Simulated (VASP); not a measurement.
Write the native input for VASP 6.6.1 that does the following.

- Task: single point
- Functional: PBE
- Potentials or basis: VASP PAW PBE potentials, release 64 (Hg)
- Cutoff: 500 eV
- k mesh: 9 × 9 × 9
- Occupations: gaussian, width 0.05 eV
- Spin: no spin polarisation
- Further INCAR settings: ALGO = Normal; EDIFF = 1e-06

The structure of Hg lies in POSCAR:

```
Hg
1.0
    2.1243184923     -2.6725824964      0.0000000000
    2.1243184923      2.6725824964      0.0000000000
   -2.1151288124      0.0000000000      2.8921990043
Hg
1
Direct
    0.0000000000      0.0000000000      0.0000000000
```

One way to write it, as run:

INCAR

```
  PREC = Accurate
  ENCUT = 500
  EDIFF = 1E-6
  ISMEAR = 0
  SIGMA = 0.05
  LREAL = F
  LASPH = T
  NELM = 100
  ALGO = Normal
  ISIF = 2
  LWAVE = F
  LCHARG = F
  GGA = PE
```

KPOINTS

```
regular mesh
0
Gamma
  9 9 9
```

Potentials or basis: VASP PAW PBE potentials, release 64 (Hg).

The run is started by

```sh
$ cat potpaw_PBE.64/Hg/POTCAR > POTCAR
$ mpirun -np 1 vasp_std > vasp.out
```

Results of the run:

```yaml
Pressure: -0.5 GPa
Band_gap_on_the_k_mesh: none (metal or under the smearing width)
```

Run time: 43 s on 1 thread of Intel(R) Xeon(R) Platinum 8259CL CPU @ 2.50GHz (Skylake/Cascade Lake) (shared host), peak memory 0.21 GiB.
